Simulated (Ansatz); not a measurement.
**AlNi3: straining the crystal, biaxial strain in the a-b plane**

An exercise on one series of results from a longer session: the logs are not shown, and one member is left open.

Method: DFT PBE, scalar-relativistic, plane waves, PAW, in Ansatz 0.2.0.

2 further runs of the same task are left out: 2 set aside as unsound or not needed.

## The structure to begin with

It takes space group Pm-3m (No. 221, cubic). Conventional cell: a = 3.567 Å, b = 3.567 Å, c = 3.567 Å, α = 90.00°, β = 90.00°, γ = 90.00°. Around Al (site symmetry m-3m) lie 12 Ni at 2.52 Å. Ni (site symmetry 4/mmm) is surrounded by 4 Al at 2.52 Å and 8 Ni at 2.52 Å.

As a file:

```
Al Ni
1.0
     3.56668    0.00000    0.00000
     0.00000    3.56668    0.00000
     0.00000    0.00000    3.56668
Al Ni
1 3
Direct
  0.00000 0.00000 0.00000
  0.00000 0.50000 0.50000
  0.50000 0.00000 0.50000
  0.50000 0.50000 0.00000
```

It goes back to an entry of the Materials Project, which need not be the stable form.

This cell was relaxed beforehand with the same method: volume 11.34 Å³/atom, gap on the mesh none (metal), site moments up to 0.3 μB.

The unstrained cell was computed beforehand with the same settings: E(σ→0) = -18058.3914 eV for 4 atoms, gap none (metal).

Set-up of the first run:

Input file input.yaml:

```yaml
crystal:
  lattice:
    - [3.531012094, 0.0, 0.0]
    - [0.0, 3.531012094, 0.0]
    - [0.0, 0.0, 3.5880789561]
  atoms:
    - { symbol: Al, position: [0.0, 0.0, 0.0] }
    - { symbol: Ni, position: [0.0, 0.5, 0.5], spin: 0.3 }
    - { symbol: Ni, position: [0.5, 0.0, 0.5], spin: 0.3 }
    - { symbol: Ni, position: [0.5, 0.5, 0.0], spin: 0.3 }
basis:
  ecutwfc: 420
kpoints:
  mp_grid: { grid: [14, 14, 14] }
hamiltonian:
  xc: pbe
scf:
  occupations: { method: gaussian, width: 0.1 }
output:
  forces: true
  stress: true
  eigenvalues: true
  populations: true
  write_density: true
  write_potential: true
  elf: true
  volumetric_format: npy
magnetization:
  spin_polarized: true
relax:
  adjacent_minimum: "off"
  f_tol: 0.008
  max_steps: 40
  cell: { stress_tol: 0.015, fix: [a, b, gamma] }
```

Run with:

```bash
$ ansatz run input.yaml --threads 1 --pin off --max-ram 2560MiB --backend cpu --events-out ev --progress --plain --runs-dir out
```

Among the steps run: Strain -1.0 %; Strain +1.0 %; The cell strained by -2.0 %; At +2.0 %; Strain -3.0 %; Strain +3.0 %.

One of the session's tables, all rows but one given; the rest of the session is left out.

Lengths are those of the vectors of the cell that was run; stresses in GPa:

```
strain (%)  ΔE (meV/atom)  a (Å)  b (Å)  c (Å)  moment (μB/cell)
      -3.0           16.0  3.460  3.460  3.693              0.64
      -2.0              ?      ?      ?      ?                 ?
      -1.0            1.6  3.531  3.531  3.610              0.73
      +0.0            0.0  3.567  3.567  3.567              0.74
      +1.0            1.5  3.602  3.602  3.523              0.74
      +2.0            5.5  3.638  3.638  3.476              0.73
      +3.0           11.6  3.674  3.674  3.427              0.69
```

**Question.** Estimate the row for strain (%) = -2.0.

Worked estimate for «ΔE (meV/atom)». A straight line through the neighbours (-3.0, 16.0) and (-1.0, 1.6) gives 16.0 + (1.6 − 16.0) × (-2.0 + 3.0) / (-1.0 + 3.0) = 8.8; a parabola fitted to 3 rows on both sides gives 6.9.

As computed: ΔE (meV/atom): 6.8; a (Å): 3.495; b (Å): 3.495; c (Å): 3.651; moment (μB/cell): 0.70. In «ΔE (meV/atom)» the line misses by +2.0 and the parabola by +0.1.

ΔE is over the unstrained cell. Stress in GPa, positive in compression, on the Cartesian axes of the input. 
